**Q:** We put the same five fcc metals through LDA and PBE and left the cells alone. Which functional wants the larger crystal?

Ansatz 0.2.0, all-electron LAPW, scalar-relativistic LDA and PBE for fcc transition metals in the same fixed cells, with only Ni spin-polarised. Fermi-Dirac smearing is 0.03 to 0.08 eV, k points times cell edge 41 to 48 Å, and the basis error target at most 1 meV/atom. Positive pressure means compression; energies are relative to spherical, unpolarised free atoms.

| crystal | space group | largest Z | volume (Å³/atom) | pressure, LDA (1) (GPa) | pressure, PBE (2) (GPa) | pressure, (2) less (1) (GPa) | cell moment, LDA (1) (muB) | cell moment, PBE (2) (muB) | energy less free atoms, LDA (1) (eV/atom) | energy less free atoms, PBE (2) (eV/atom) | energy less free atoms, (2) less (1) (eV/atom) |
| --- | --- | --- | --- | --- | --- | --- | --- | --- | --- | --- | --- |
| Ti | 225 | 22 | 17.35 | -8.47 | 0.24 | 8.71 | 0.00 | 0.00 | -7.42 | -6.65 | 0.77 |
| Ni | 225 | 28 | 10.90 | -17.15 | -0.01 | 17.14 | 0.61 | 0.62 | -8.24 | -7.12 | 1.12 |
| Cu | 225 | 29 | 11.45 | -8.55 | 6.64 | 15.20 | 0.00 | 0.00 | -4.74 | -3.75 | 0.99 |
| Rh | 225 | 45 | 13.78 | -11.80 | 5.09 | 16.90 | 0.00 | 0.00 | -8.71 | -7.27 | 1.43 |
| Ta | 225 | 73 | 18.79 | -10.67 | 0.57 | 11.23 | 0.00 | 0.00 | -10.48 | -9.51 | 0.97 |

**A:** PBE, in every row. A positive pressure means that the crystal is squeezed and would expand if it were let go. A negative one means that it would shrink. LDA gives negative pressures throughout, and going to PBE raises them by 8.7 GPa in titanium and by 17.1 GPa in nickel. The column "energy less free atoms" moves the same way: it is less negative in PBE, so PBE binds each crystal more weakly.

**Q:** Does PBE bind less because it raises the energy of the crystal?

**A:** No, it lowers the crystal, but it lowers the free atom more. In nickel the total energy of the crystal falls by 66.29 eV and that of the atom by 67.41 eV. Most of this belongs to the inner shells, which are nearly the same in both, and cancels. What is left over is the 1.12 eV of binding that nickel loses.

The usual explanation comes from the way PBE is built, though total energies alone can't show where in space the gain is lost. LDA treats each point as part of a uniform electron gas, while PBE also looks at how steeply the density changes there, and on balance it favours steep changes. A free atom is surrounded by a tail in which the density drops quickly compared with its own small value. In a crystal the tails of neighbours overlap and fill each other in, so the density between the atoms is flatter and PBE has less to reward. In transition metals, the zone where the inner shells meet the valence electrons may also play a part.

**Q:** And how does that turn into a pressure?

**A:** In the same picture, squeezing the crystal flattens the density between the atoms further, so the energy that PBE takes away from the binding grows as the cell shrinks. An energy that grows on compression acts as an outward push. The loss of binding and the rise in pressure are therefore two views of one curve, the energy difference between the functionals plotted against volume. The first is the height of that curve at our cell above its value for separated atoms, and the second is its downward slope.

**Q:** Then the smallest cell should show the largest pressure change. Why is rhodium ahead of copper?

**A:** Because the height of the curve matters as well as the volume. Rhodium's cell is 20% larger than copper's, yet its pressure change is 11% larger. It also loses more binding, 1.43 eV against 0.99 eV. A plausible cause, which these rows don't isolate, is that rhodium bonds through a partly filled d shell, whereas copper's is full, so that more electron density is rearranged when the rhodium crystal forms.

You can turn this into a rule. Pull the crystal apart until only atoms remain, and the pressure difference, added up over the whole expansion, must equal the loss of binding. If that loss falls off as a power n of one over the volume, its slope gives

pressure change = n × (loss of binding) ÷ (volume per atom).

The simplest choice is n = 1. For copper, 0.99 eV divided by 11.45 Å³ is about 0.086 eV/Å³. One eV/Å³ is about 160 GPa, so the estimate is about 14 GPa, roughly a tenth below the calculated 15.2 GPa.

**Q:** Does the rule hold for the other four?

**A:** As an estimate, yes, though with n = 1 it comes out low in every row. The shortfall is about 2% of the calculated change in rhodium and 26% in tantalum, where the difference between the functionals seems to die away faster as the crystal expands. One common n fitted to all five rows, copper included, comes to 1.08 and typically misses by 1.3 GPa. A fit to inverse volume alone misses by 1.9 GPa, so knowing the loss of binding helps, but five metals don't settle the exact shape of the curve. The output printed after this exchange gives the value of n for each metal.

Bear in mind what the rule does. It links two calculated quantities and leaves open how large the loss of binding is in the first place. The rule also needs reference atoms in the state that the crystal would reach when pulled apart. Nickel doesn't meet this condition, because a magnetic crystal would end in magnetic atoms, and ours have no spin. In the other metals with open d shells, the atoms may also share their electrons differently between the s and d shells.

**Q:** I build interface models, so I care about lattice spacings. Does the metal with the largest pressure change also have the largest mismatch between the functionals?

**A:** Not in general, because stiffness comes in. The relative volume gap is roughly the pressure change divided by the bulk modulus, the pressure scale on which a solid resists compression. With rough recalled moduli of 270 GPa for rhodium and 140 GPa for copper, the gap is about 6% in rhodium and 11% in copper. Rhodium has the larger push and still moves less. Nickel has the largest push of all, yet its gap, estimated in the same way, is about 9%, also below copper's.

Over the five metals the gap is about 6 to 11% in volume, which is 2 to 4% along a cell edge. These are straight-line estimates, and for titanium and tantalum they borrow the stiffness of the ordinary hcp and bcc metals. They are good enough for a warning: if you join a film relaxed in PBE to a substrate relaxed in LDA, you build in a strain of a few per cent that no real interface has. A soft metal such as potassium would show a much smaller pressure change, since it has little binding to lose and the loss is spread over a large cell, but it also yields so easily that its lattice spacing would still depend on the functional.

**Q:** PBE gives nickel a pressure of −0.01 GPa and copper 6.64 GPa. Is PBE that much better for nickel?

**A:** Somewhat better, but the cells exaggerate the difference. Nickel's cell lies at the PBE equilibrium, and by a rough recalled value it is also within about half a per cent of the measured volume, so PBE does describe nickel's size well. Copper's cell is roughly 3% smaller than the real one at ambient pressure, and with the same rough modulus this alone adds about 4 GPa. At the ambient volume PBE would be left with about 2 GPa and LDA with about −13 GPa.

Rhodium needs no such correction, because its cell is close to the measured one. There LDA gives −11.8 GPa and PBE 5.1 GPa, so LDA would make the crystal too small and PBE would make it too large. The vibrations of the atoms, which the calculation leaves out, would add an outward pressure of the order of 1 GPa. That shifts the balance a little in favour of LDA but doesn't change either verdict.

**Q:** Last one. Nickel has the more negative energy, −7.12 eV against −6.65 eV for titanium in PBE. Is it really bound more strongly, and which digits may I quote?

**A:** Measured binding energies say no, and the likely culprit is the reference atoms. They are forced to be spherical and to have no net spin, whereas real nickel and titanium atoms lower their energy by lining up the spins in their open d shells. An atom placed too high makes the crystal look too strongly bound. Against rough measured binding energies, the PBE value is too large by about 2.7 eV in nickel and 1.8 eV in titanium, which is enough to reverse their order. Part of each excess is PBE's own error, and part may come from how the reference atom divides its electrons between the s and d shells. Copper, whose atom has a full d shell and a single unpaired s electron, is off by only about 0.3 eV.

As for the digits, the tenths of an eV are numerically sound. The basis error is at most 1 meV per atom, but the smearing shifts the second decimal by one or two units in nickel and tantalum, a shift that nearly cancels between the functionals. Even the first digit of an energy can mislead, though, if you read it as a measured binding energy. With spin-polarised atoms the binding would drop, by an amount that depends on how many unpaired electrons the atom has and how compact their shell is, and the difference between the functionals would shift somewhat too. The pressures wouldn't change, because the free atoms play no part in them.

For pressures, trust the change between functionals more than either value alone. A shift of only 0.01 Å³ in nickel's volume moves its pressure by about 0.2 GPa, so −0.01 GPa means zero, and its sign means nothing. Both functionals see practically the same cell, so such a shift hardly touches their difference. Tantalum's neglected spin–orbit coupling should largely cancel there as well, though not in its binding energy. Nickel's moments of 0.61 and 0.62 μB agree to one digit. The slight rise in PBE may well be real, since both runs share the mesh and the smearing, and the moment inside the atomic sphere rises too, from 0.63 to 0.65 μB. Its exact size would need a test with denser meshes.

Printed output of the fit:

```
Lowering by PBE and binding (eV/atom):
  row  crystal lowered by  atom lowered by  binding lost in % of LDA  PBE binding less rough measured
   Ti                49.3            50.07                     10.38                             1.75
   Ni               66.29            67.41                     13.59                             2.72
   Cu               69.36            70.35                     20.89                             0.25
   Rh               124.1            125.5                     16.42                             1.47
   Ta               249.5            250.5                     9.256                             1.41
Pressure change and volume:
  row  dE/V in GPa  exponent n  rough volume gap PBE to LDA in %  rough LDA volume change from this cell in %
   Ti        7.111       1.225                             7.918                                         -7.7
   Ni        16.46       1.041                             9.021                                       -9.026
   Cu        13.85       1.097                             10.86                                       -6.107
   Rh        16.63       1.016                             6.259                                        -4.37
   Ta        8.271       1.358                             5.615                                       -5.335
fit of dP on 5 rows: coefficient of q 1.082 +/- 0.048; rms 1.26, worst Ta -2.28, leave-one-out rms 1.48
fit of dP on 5 rows: coefficient of invV 190.3 +/- 13; rms 1.9, worst Rh -3.09, leave-one-out rms 2.32
Rh volume above Cu volume, %: 20.35
Rh pressure change above that of Cu, %: 11.18
Ni binding beyond Ti in PBE as tabulated, eV/atom: 0.47
Rough pressure from a 3 % too small Cu cell, GPa: 4.2
Rough Cu pressure in PBE at the ambient cell, GPa: 2.44
Rough Cu pressure in LDA at the ambient cell, GPa: -12.75
Rough Ni pressure shift for 0.01 angstrom^3 in volume, GPa: 0.1743
Ni moment, PBE less LDA, muB: 0.01
Ni smearing term, LDA less PBE, eV/atom: 0.0019
```
